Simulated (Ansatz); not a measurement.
# Bi2Te2Se (R-3m) in Ansatz: a series of runs

The runs below take Bi2Te2Se through relaxation of cell and atoms, with PBEsol.

Program: Ansatz 0.2.0. These are calculated values, not measurements. Logs are shortened: lines on timing, memory, paths and dates and some standing lists are left out, and cuts for length are marked.

## (1) The crystal as given

Symmetry: R-3m, No. 166, trigonal system. Conventional cell: a = 4.322 Å, b = 4.322 Å, c = 31.757 Å, α = 90.00°, β = 90.00°, γ = 120.00°. Bi (site symmetry 3m) is surrounded by 3 Te at 3.05 Å and 3 Se at 3.11 Å. Te (site symmetry 3m) has 3 Bi at 3.05 Å as nearest neighbours. Se (site symmetry -3m) is surrounded by 6 Bi at 3.11 Å.

The cell is a database's computed one.

## (2) Relaxation of cell and atoms, PBEsol, target pressure 20 GPa, at which the enthalpy is minimised

input.yaml

```yaml
crystal:
  lattice:
    - [2.1609687617, 1.2476358963, 10.5855712543]
    - [-2.1609687617, 1.2476358963, 10.5855712543]
    - [0.0, -2.4952717926, 10.5855712543]
  atoms:
    - { symbol: Bi, position: [0.39172124, 0.39172124, 0.39172124] }
    - { symbol: Bi, position: [0.60827876, 0.60827876, 0.60827876] }
    - { symbol: Te, position: [0.78040487, 0.78040487, 0.78040487] }
    - { symbol: Te, position: [0.21959513, 0.21959513, 0.21959513] }
    - { symbol: Se, position: [0.0, 0.0, 0.0] }
hamiltonian:
  xc: pbesol
  pseudopotentials: { kind: paw }
kpoints:
  mp_grid: { grid: [7, 7, 7] }
scf:
  occupations: { method: fermi_dirac, width: 0.05 }
output:
  forces: true
  stress: true
  eigenvalues: true
  write_density: true
  write_potential: true
  elf: true
  volumetric_format: npy
relax:
  f_tol: 0.01
  max_steps: 40
  cell: { stress_tol: 0.05, p_target: 20.0 }
```

Potentials or basis: Ansatz PAW.

The run is started by

```sh
$ ansatz run input.yaml --threads 2 --pin off --max-ram 5632MiB --backend cpu --events-out ev --progress --plain --runs-dir out
```

The program printed:

```text
Warning: RAYON_NUM_THREADS=2 ignored (pool sized by the plan → 2); use --threads N
basis.fft_grid_basis auto: the FFT boxes are laid along the combinations [[1, -1, 0], [0, 1, 0], [0, -1, 1]] of the cell's own vectors, 4.322, 10.876 and 4.322 Å long. The dense box has 30×75×30 points. Along the cell's own vectors, as sized, it would have 75×75×75, 6.25 times as many. Of the 12 symmetry operations that the crystal satisfies within crystal.symmetry.tolerance (time reversal apart; of a slab, those that keep its plane) the dense box along the cell's own vectors carries 12, and the one as laid loses 8 of those. basis.fft_grid_basis: typed keeps the cell's own vectors: state it where this run's energies or levels are differenced outside the engine with another run's, or held beside a run that keeps those vectors. Those combinations have planes normal to reciprocal vector 3, as the cell's own vectors have. Each planar average written beside output.write_density, output.write_potential has a row for each plane of the box: 30. The volumetric files lie along those combinations, not along the cell's own vectors: a cube or XSF file states them, and fields.json those of NumPy files.
Engine: ansatz 0.2.0, aarch64-unknown-linux-gnu
Pseudopotentials: kind: paw
Pseudopotential: Bi, paw, valence charge 15, recommended cutoff 420 eV (normal), Bi.paw.azcp
Pseudopotential: Te, paw, valence charge 16, recommended cutoff 420 eV (normal), Te.paw.azcp
Pseudopotential: Se, paw, valence charge 16, recommended cutoff 420 eV (normal), Se.paw.azcp
Functional definition: PBEsol
  exchange = pbesol_x
  correlation = pbesol_c
Crystal: 5 atoms, lattice volume = 171.239 Å³
Basis set: ecut = 420 eV, 3335 PW (Γ), FFT grids on a1−a2, a2, −a2+a3, exchange–correlation on 60×150×60 points (8 copies of the dense FFT grid, shifted against one another)
Bands: 47, of which v1, the nominal top of the filled ones, is band 39 counted from 1 (38 counted from 0)
Symmetry: 12 space group operations
Space group: R-3m (ITA 166), of the structure as read, at distance tolerance 5.6e-5 Å
k-points: 44 of 343
Non-local potential: Bi, projectors of the file, l = 0: 2, l = 1: 2, l = 2: 2, l = 3: 2
Non-local potential: Te, projectors of the file, l = 0: 2, l = 1: 2, l = 2: 2, l = 3: 2
Non-local potential: Se, projectors of the file, l = 0: 2, l = 1: 2, l = 2: 3, l = 3: 1
PAW form: soft (Blöchl's): semilocal exchange-correlation on the pseudo side does not see the compensation charge
PAW frozen core: Bi, regenerated for the run's functional, and the local potential with it (the file was generated under x = pbe(κ = 0.804, μ = 0.2195149727645171), c = pbe(β = 0.06672455060314922))
PAW frozen core: Te, regenerated for the run's functional, and the local potential with it (the file was generated under x = pbe(κ = 0.804, μ = 0.2195149727645171), c = pbe(β = 0.06672455060314922))
PAW frozen core: Se, regenerated for the run's functional, and the local potential with it (the file was generated under x = pbe(κ = 0.804, μ = 0.2195149727645171), c = pbe(β = 0.06672455060314922))
PAW one-centre angular grid: Bi, 590 points (default); XC on 64 Gauss nodes
PAW one-centre angular grid: Te, 590 points (default); XC on 64 Gauss nodes
PAW one-centre angular grid: Se, 590 points (default); XC on 64 Gauss nodes
Initial density: superposition of atomic densities (neutral atoms: chi_scale 0, normalization atom), corrected by the library's trained network
Initial wavefunctions: pseudopotential atomic-orbital guess
Functional: x = pbesol(κ = 0.804, μ = 0.12345679012345678), c = pbesol(β = 0.046)
SCF iter   1: F=—  HF=-43712.633789 eV  |F-HF|=—  |Δ(HF+E_count)|=         —  Δρ=2.18e-3  dr2=2.08e-2  ethr=1.77e-3  ⟨swp⟩=8.8  Hψ=8828  notcnv=0  defer=4
preconditioner: auto → Resta (q_TF=auto, 2.393 Å⁻¹)  ε∞=4.1  [insulator: Δε(μ)=0.381 eV  Ē_g=8.588 eV  σ=0.050 eV  W_gap=0.95  n_scr=44 (ndim 8)  ℏωp=15.0 eV  f_vac=0.050  D(μ)=0.01/eV (n_scr^D=0)  ε∞_Penn≈4.1]
SCF iter   2: F=—  HF=-43712.626591 eV  |F-HF|=—  |Δ(HF+E_count)|=   7.20e-3  Δρ=1.03e-3  dr2=2.41e-3  ethr=2.67e-5  ⟨swp⟩=2.0  Hψ=3620  notcnv=0  defer=46
SCF iter   3: F=—  HF=-43712.626424 eV  |F-HF|=—  |Δ(HF+E_count)|=   1.67e-4  Δρ=5.11e-4  dr2=7.13e-4  ethr=3.09e-6  ⟨swp⟩=2.5  Hψ=3032  notcnv=0  defer=46
SCF iter   4: F=—  HF=-43712.626495 eV  |F-HF|=—  |Δ(HF+E_count)|=   7.19e-5  Δρ=1.96e-4  dr2=1.66e-4  ethr=9.14e-7  ⟨swp⟩=3.0  Hψ=3758  notcnv=0  defer=46
SCF iter   5: F=—  HF=-43712.626509 eV  |F-HF|=—  |Δ(HF+E_count)|=   1.33e-5  Δρ=8.46e-5  dr2=1.78e-5  ethr=2.13e-7  ⟨swp⟩=2.3  Hψ=2829  notcnv=0  defer=46
[... 109 lines left out ...]
eigensolver tolerance schedule: the retry pair's looser diagonalisation over-reported the residual by 8323.43 of it (diagonalisation noise at 0.47 of the residual, at the tolerance the schedule requests for it); recorded, not acted on — ethr = c·dr2/N_el stays at c = 1.0e-1
SCF iter   2: F=—  HF=-43710.936530 eV  |F-HF|=—  |Δ(HF+E_count)|=   5.87e-6  Δρ=1.50e-6  dr2=7.26e-9  ethr=1.43e-11  ⟨swp⟩=3.6  Hψ=5321  notcnv=0
SCF iter   3: F=—  HF=-43710.936530 eV  |F-HF|=—  |Δ(HF+E_count)|=  1.38e-10  Δρ=7.72e-7  dr2=2.11e-9  ethr=9.30e-12  ⟨swp⟩=2.0  Hψ=2508  notcnv=0
SCF iter   4: F=—  HF=-43710.936530 eV  |F-HF|=—  |Δ(HF+E_count)|=  1.82e-10  Δρ=5.92e-7  dr2=6.31e-10  ethr=2.70e-12  ⟨swp⟩=2.0  Hψ=2365  notcnv=0
SCF iter   5: F=—  HF=-43710.936530 eV  |F-HF|=—  |Δ(HF+E_count)|=  2.33e-10  Δρ=1.12e-7  dr2=6.23e-11  ethr=1.00e-12  ⟨swp⟩=2.0  Hψ=3563  notcnv=0
SCF iter   6: F=-43710.936530 eV  HF=-43710.936530 eV  |F-HF|=2.18e-11  |Δ(HF+E_count)|=  7.28e-12  Δρ=6.50e-8  dr2=5.94e-12  ethr=1.00e-12  ⟨swp⟩=7.0  Hψ=10250  notcnv=0
SCF 10 converged in 6 iterations: F = -43710.936530 eV  dr2 = 5.94e-12
relax step  10: F+E_penalty+E_count = -43710.93653016 eV  Δ(F+E_penalty+E_count) = +2.178e-5 eV  max|allowed force component| = 4.060e-4 eV/Å  Δτ_max = 0.0000 Å  P = +19.999 GPa  Ω = 122.405 Å³  stress off target by 3.65e-3 GPa  SCF on the basis re-selected at this cell (its energy is not comparable with the rows above)  (6 SCF iters)
basis re-selected at this cell: Δ(F+E_penalty+E_count) = +2.178e-5 eV, ΔP = +0.000 GPa vs the last step (what re-selecting the basis moved, of the pressure what is left beyond the Pulay correction that the steps carried, after the strain that the cell walked since its last selection, with what the two solves' SCF thresholds leave and, on support functions, any second-order correction that the steps lacked; it is no measure of the basis error at this ecutwfc). This SCF's stress stands 3.65e-3 GPa from its target on what of the cell is left free (relax.cell.stress_tol is 5.00e-2 GPa) and its largest allowed force component is 4.06e-4 eV/Å (relax.f_tol is 1.00e-2 eV/Å): within both
SCF converged after 6 iterations
Free energy (F): -43710.936530 eV
Harris-Foulkes:  -43710.936530 eV  (|F-HF|=2.18e-11)
Internal energy: -43710.931496 eV  (E = F + TS)
E sigma→0 (E₀):  -43710.934013 eV
Entropy (-TS):   -0.005034 eV (-1.007 meV/atom)
Fermi energy:    13.964115 eV
--- Per-component energies (eV) ---
  E_band       = -798.696683
  E_kinetic    = 1104.373135
  E_local      = -6822.201244  (includes V_loc(G=0)·N_el)
  E_nonlocal   = -80.994007
  E_hartree    = 3361.901844
  E_xc         = -662.104896
  E_vxc        = -609.493829  (∫ρ·V_xc dr)
  E_paw        = -32054.642946  (= ΣΔE_a)
  E_vpaw       = -1114.182549  (= ΣTr[D̂ρ^β])
  E_aug_tail   = -0.001825  (compensation charges beyond the density's cutoff)
  E_ewald      = -8559.199143
  E_core_change = 1.937585  (= ΣΔE_core)
  E_smearing   = -0.005034  (= −TS)
  E_closure    = -0.000000  (closes the sum)
  Σ components = -43710.936530   (vs F -43710.936530, Δ=0.00e0)
--- Forces (eV/Å), atoms counted from 1 ---
  atom   1  Bi    -0.00000000     0.00000000     0.00022553
  atom   2  Bi     0.00000000    -0.00000000    -0.00022553
  atom   3  Te    -0.00000000     0.00000000    -0.00040597
  atom   4  Te     0.00000000    -0.00000000     0.00040597
  atom   5  Se     0.00000000     0.00000000    -0.00000000
  max |Σ_I F_I| component: 2.89e-19 eV/Å
--- Stress (GPa, compression-positive) ---
       19.996358       0.000000      -0.000000
        0.000000      19.996358       0.000000
       -0.000000       0.000000      20.003653
  P = ⅓ Tr σ = 19.9988 GPa (199.988 kbar)
--- Band table (eV; the first three rows and the last of 44) ---
  k-point 0: bands = ["-34.4242", "-34.4182", "-34.4182", "-34.3887", "-34.3887", "-23.3987", "-23.3987", "-23.3940", "-23.3749", "-23.3562", "-23.3562", "-23.3187", "-23.3187", "-23.3167", "-23.3167", "-9.5272", "-9.5272", "-9.5201", "-9.5201", "-9.5105", "-9.5042", "-9.4862", "-9.4862", "-9.4778", "-9.4778", "-2.2054", "-0.3668", "-0.2701", "4.1887", "4.4825", "10.8408", "11.2318", "11.2318", "11.3841", "12.1284", "12.1284", "13.2689", "13.2689", "14.6696", "14.7426", "14.7426", "14.7602", "16.5848", "16.7810", "16.7810", "18.4392", "18.6351"]
  k-point 1: bands = ["-34.4242", "-34.4182", "-34.4182", "-34.3887", "-34.3886", "-23.3995", "-23.3991", "-23.3901", "-23.3758", "-23.3569", "-23.3549", "-23.3203", "-23.3187", "-23.3161", "-23.3152", "-9.5365", "-9.5271", "-9.5203", "-9.5134", "-9.5047", "-9.4992", "-9.4886", "-9.4832", "-9.4821", "-9.4750", "-1.9659", "-0.2232", "0.0569", "3.9937", "4.6332", "9.3962", "10.0016", "10.7287", "10.7836", "11.9028", "12.3192", "12.7462", "12.8385", "13.1843", "15.3381", "15.9218", "16.2873", "16.2953", "16.4997", "17.3779", "17.6724", "18.8130"]
  k-point 2: bands = ["-34.4240", "-34.4183", "-34.4182", "-34.3887", "-34.3883", "-23.4001", "-23.3985", "-23.3837", "-23.3784", "-23.3587", "-23.3518", "-23.3231", "-23.3185", "-23.3157", "-23.3121", "-9.5607", "-9.5449", "-9.5144", "-9.5076", "-9.5044", "-9.4953", "-9.4837", "-9.4732", "-9.4667", "-9.4625", "-1.2814", "0.2876", "0.8570", "3.3247", "4.5882", "8.1603", "8.5100", "8.8055", "10.0487", "10.9065", "11.0279", "12.2534", "12.7832", "13.2672", "14.7753", "15.2700", "15.6912", "16.4074", "17.5001", "17.5346", "18.4416", "19.1878"]
  k-point 43: bands = ["-34.4242", "-34.4182", "-34.4182", "-34.3887", "-34.3886", "-23.3995", "-23.3991", "-23.3901", "-23.3758", "-23.3569", "-23.3549", "-23.3203", "-23.3187", "-23.3161", "-23.3152", "-9.5365", "-9.5272", "-9.5202", "-9.5134", "-9.5044", "-9.4995", "-9.4886", "-9.4832", "-9.4820", "-9.4750", "-1.8597", "-0.9099", "1.1973", "2.5405", "5.8050", "9.3097", "9.7512", "10.8073", "11.1377", "11.5847", "11.5931", "12.4527", "13.2388", "14.1640", "14.9572", "15.0536", "16.3271", "17.0067", "17.0593", "17.1240", "17.9472", "18.8555"]
--- Relaxed structure (8 steps of the walk, 8 accepted, 2 SCFs on fresh bases) ---
  F+E_penalty+E_count = -43710.93653016 eV   max|allowed force component| = 4.060e-4 eV/Å   (the final SCF, on the basis selected at the relaxed cell)
  cell:  # Å, volume = 122.4053 Å³
    - [1.932700132622858, 1.1158449418326324, 9.459773604592645]
    - [-1.932700132622858, 1.1158449418326324, 9.459773604592645]
    - [-6.280278337551556e-33, -2.2316898836652648, 9.459773604592645]
  atoms:
    - { symbol: Bi, position: [0.39651612838246175, 0.39651612838246175, 0.39651612838246175] }
    - { symbol: Bi, position: [0.6034838716175384, 0.6034838716175384, 0.6034838716175384] }
    - { symbol: Te, position: [0.7952121730054161, 0.7952121730054161, 0.7952121730054161] }
    - { symbol: Te, position: [0.2047878269945839, 0.2047878269945839, 0.2047878269945839] }
    - { symbol: Se, position: [3.9330294438792178e-19, 3.933029443879219e-19, 3.933029443879219e-19] }
```

Run time: 2 min. Hardware: 2 threads of Arm Neoverse V2, shared host; peak memory 0.64 GiB.

Results:

* Free energy: -43710.9365 eV
* Relaxed volume: 24.48 Å³/atom
* Relaxed cell: a = 9.719 Å, b = 9.719 Å, c = 9.719 Å, α = 22.94°, β = 22.94°, γ = 22.94°
* Space group after relaxing (to 0.05 Å): R-3m (No. 166)
* Energy change on relaxing (the enthalpy is what falls): +338.0 meV/atom
* Ionic steps: 10
* Pressure after relaxing: 20.0 GPa
* Band gap on the k mesh: none (metal or under the smearing width)

The path:
```csv
step,energy change (eV),largest force (eV/Å),volume (Å³)
1,0.0000,0.0497,171.24
2,0.3137,1.0477,147.43
3,1.1106,1.0749,130.27
4,1.6413,0.3159,122.91
5,1.7403,0.1904,121.99
6,1.6594,0.0042,122.60
7,1.6754,0.0024,122.47
8,1.6814,0.0017,122.47
9,1.6898,0.0004,122.41
10,1.6899,0.0004,122.41
```

Final structure:
```
Bi Te Se
1.0
     1.93270    1.11584    9.45977
    -1.93270    1.11584    9.45977
     0.00000   -2.23169    9.45977
Bi Te Se
2 2 1
Cartesian
  0.0000 0.0000 11.2529
  0.0000 0.0000 17.1265
  0.0000 0.0000 22.5676
  0.0000 0.0000 5.8117
  0.0000 0.0000 0.0000
```

Caveat: the volume moved by over 15 % at a fixed basis, so the end points are rough; the plane-wave basis is chosen anew once the cell has moved, so the energies of steps on either side of that aren't comparable; spin-orbit coupling is left out, which moves the levels of the heavy elements; the PAW data sets come from PBE, with cores solved anew for the run's functional, which leaves a small shift of forces and pressure.

## (3) Relaxation of cell and atoms, PBEsol, target pressure 30 GPa, at which the enthalpy is minimised

Edit input.yaml of step 2 so:

```diff
@@ -29,2 +29,2 @@
   max_steps: 40
-  cell: { stress_tol: 0.05, p_target: 20.0 }
+  cell: { stress_tol: 0.05, p_target: 30.0 }
```

Potentials or basis: Ansatz PAW.

The run is started by

```sh
$ ansatz run input.yaml --threads 2 --pin off --max-ram 5632MiB --backend cpu --events-out ev --progress --plain --runs-dir out
```

The program printed:

```text
Warning: RAYON_NUM_THREADS=2 ignored (pool sized by the plan → 2); use --threads N
basis.fft_grid_basis auto: the FFT boxes are laid along the combinations [[1, -1, 0], [0, 1, 0], [0, -1, 1]] of the cell's own vectors, 4.322, 10.876 and 4.322 Å long. The dense box has 30×75×30 points. Along the cell's own vectors, as sized, it would have 75×75×75, 6.25 times as many. Of the 12 symmetry operations that the crystal satisfies within crystal.symmetry.tolerance (time reversal apart; of a slab, those that keep its plane) the dense box along the cell's own vectors carries 12, and the one as laid loses 8 of those. basis.fft_grid_basis: typed keeps the cell's own vectors: state it where this run's energies or levels are differenced outside the engine with another run's, or held beside a run that keeps those vectors. Those combinations have planes normal to reciprocal vector 3, as the cell's own vectors have. Each planar average written beside output.write_density, output.write_potential has a row for each plane of the box: 30. The volumetric files lie along those combinations, not along the cell's own vectors: a cube or XSF file states them, and fields.json those of NumPy files.
Engine: ansatz 0.2.0, aarch64-unknown-linux-gnu
Pseudopotentials: kind: paw
Pseudopotential: Bi, paw, valence charge 15, recommended cutoff 420 eV (normal), Bi.paw.azcp
[... 256 lines left out ...]
  k-point 2: bands = ["-31.5879", "-31.5573", "-31.5564", "-31.4568", "-31.4540", "-20.8862", "-20.8677", "-20.8627", "-20.8499", "-20.8235", "-20.8089", "-20.8078", "-20.7987", "-20.7828", "-20.7787", "-6.8571", "-6.8554", "-6.7521", "-6.7353", "-6.6931", "-6.6826", "-6.6624", "-6.6567", "-6.6070", "-6.6069", "1.0345", "2.3989", "3.0447", "5.3734", "6.3179", "10.6888", "11.3164", "11.8536", "13.7680", "14.4360", "14.9203", "14.9670", "15.3211", "15.8552", "17.7919", "19.0713", "19.4238", "19.7581", "20.6503", "21.2196", "21.5302", "21.5595"]
  k-point 43: bands = ["-31.5889", "-31.5565", "-31.5562", "-31.4568", "-31.4560", "-20.8796", "-20.8654", "-20.8646", "-20.8558", "-20.8267", "-20.8195", "-20.8051", "-20.7987", "-20.7972", "-20.7930", "-6.8232", "-6.8169", "-6.7757", "-6.7719", "-6.7299", "-6.7281", "-6.6686", "-6.6646", "-6.6410", "-6.6382", "0.0319", "0.9491", "2.9857", "3.1428", "6.6841", "9.5273", "13.9464", "14.6458", "15.4810", "15.8860", "16.2787", "17.0254", "17.1388", "18.8325", "18.8398", "19.8329", "20.7155", "20.9832", "21.9799", "22.1049", "22.4846", "23.0548"]
--- Relaxed structure (14 steps of the walk, 13 accepted, 1 SCFs on fresh bases) ---
  F+E_penalty+E_count = -43708.58246480 eV   max|allowed force component| = 1.484e-3 eV/Å   (the final SCF, on the basis selected at the relaxed cell)
  cell:  # Å, volume = 105.3818 Å³
    - [1.6376037312551392, 0.94547095506609, 11.343767216423565]
    - [-1.6376037312551392, 0.94547095506609, 11.343767216423565]
    - [-3.634214637868705e-33, -1.89094191013218, 11.343767216423565]
  atoms:
    - { symbol: Bi, position: [0.3942479920075685, 0.3942479920075685, 0.3942479920075685] }
    - { symbol: Bi, position: [0.6057520079924317, 0.6057520079924317, 0.6057520079924317] }
    - { symbol: Te, position: [0.7988469055529294, 0.7988469055529294, 0.7988469055529294] }
    - { symbol: Te, position: [0.20115309444707066, 0.20115309444707066, 0.20115309444707066] }
    - { symbol: Se, position: [-3.23655547985894e-19, -3.2365554798589375e-19, -3.2365554798589403e-19] }
```

rho_z.tsv:

```text
# z_ang	rho[e/angstrom^3]
# format = ansatz-planar-average/11
# lattice	1.637603731	0.945470955	11.343767216
# lattice	-1.637603731	0.945470955	11.343767216
# lattice	-0.000000000	-1.890941910	11.343767216
# sites	5
# site	83	-0.000000000	0.000000000	13.416772341
# site	83	-0.000000000	0.000000000	20.614529309
# site	52	-0.000000000	0.000000000	27.185800014
# site	52	-0.000000000	0.000000000	6.845501635
# site	34	-0.000000000	0.000000000	-0.000000000
0.000000	8.765007e-1
0.479179	8.506353e-1
0.958358	7.970675e-1
1.437536	7.585293e-1
1.916715	7.503948e-1
2.395894	7.558360e-1
[... 16 lines left out ...]
10.541934	7.970675e-1
11.021113	8.506353e-1
```

It took 3.3 min on 2 threads of Arm Neoverse V2, shared host; peak memory 0.64 GiB.

What came out:

```
Free energy                                            : -43708.5825 eV
Relaxed volume                                         : 21.08 Å³/atom
Relaxed cell                                           : a = 11.500 Å, b = 11.500 Å, c = 11.500 Å, α = 16.37°, β = 16.37°, γ = 16.37°
Space group after relaxing (to 0.05 Å)                 : R-3m (No. 166)
Energy change on relaxing (the enthalpy is what falls) : +808.8 meV/atom
Ionic steps                                            : 14
Pressure after relaxing                                : 30.0 GPa
Band gap on the k mesh                                 : none (metal or under the smearing width)
```

Step by step:
| step | energy change (eV) | largest force (eV/Å) | volume (Å³) |
| --- | --- | --- | --- |
| 1 | 0.0000 | 0.0497 | 171.24 |
| 2 | 0.3393 | 1.1578 | 147.41 |
| 3 | 1.5984 | 1.6809 | 127.16 |
| 4 | 2.5483 | 1.0113 | 117.31 |
| 5 | 3.3075 | 0.6712 | 112.39 |
| 6 | 3.0757 | 0.1818 | 112.71 |
| 7 | 3.4000 | 0.4154 | 109.92 |
| 8 | 3.9057 | 0.6338 | 106.53 |
| 9 | 3.9267 | 0.1141 | 106.16 |
| 10 | 4.1684 | 0.0356 | 104.71 |
| 11 | 4.0455 | 0.0226 | 105.35 |
| 12 | 4.0411 | 0.0143 | 105.37 |
| 13 | 4.0388 | 0.0011 | 105.38 |
| 14 | 4.0439 | 0.0015 | 105.38 |

Final structure:
```
CELL_PARAMETERS angstrom
1.63760 0.94547 11.34377
-1.63760 0.94547 11.34377
0.00000 -1.89094 11.34377
ATOMIC_POSITIONS crystal
Bi 0.39425 0.39425 0.39425
Bi 0.60575 0.60575 0.60575
Te 0.79885 0.79885 0.79885
Te 0.20115 0.20115 0.20115
Se 0.00000 0.00000 0.00000
```

Caveat: the volume moved by over 15 % at a fixed basis, so the end points are rough; the plane-wave basis is chosen anew once the cell has moved, so the energies of steps on either side of that aren't comparable; spin-orbit coupling is left out, which moves the levels of the heavy elements; the PAW data sets come from PBE, with cores solved anew for the run's functional, which leaves a small shift of forces and pressure.
